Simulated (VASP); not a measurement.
## InAs: equation of state with r2SCAN

Crystal: InAs.

```
CELL_PARAMETERS angstrom
0.00000 3.01800 3.01800
3.01800 0.00000 3.01800
3.01800 3.01800 0.00000
ATOMIC_POSITIONS crystal
In 0.00000 0.00000 0.00000
As 0.75000 0.75000 0.75000
```

```yaml
Program: VASP 6.6.1
Task: equation of state
Functional: r2SCAN
Potentials_or_basis: VASP PAW PBE potentials, release 64 (In_d, As)
Cutoff: 520 eV
k_mesh: 8 × 8 × 8
Occupations: fermi-dirac, width 0.05 eV
Spin: no spin polarisation
Further_INCAR_settings: ALGO = Normal; EDIFF = 1e-07
```

```json
{"Equilibrium volume": "28.52 Å³/atom", "Bulk modulus": "57 GPa", "Pressure derivative of the bulk modulus": "4.8"}
```

Energy against volume, from the lowest point:
```csv
volume (Å³/atom),energy (meV/atom)
25.840,54.33
26.389,32.95
26.939,17.43
27.489,7.12
28.039,1.48
28.588,0.00
29.138,2.24
```

All runs of the series together: 12 min on 1 thread of Intel(R) Xeon(R) Platinum 8259CL CPU @ 2.50GHz (Skylake/Cascade Lake), on a shared host.

Caveat: the PAW data sets were made with another functional, which shifts forces and pressure a little. Zero-point motion and thermal expansion aren't in these numbers.
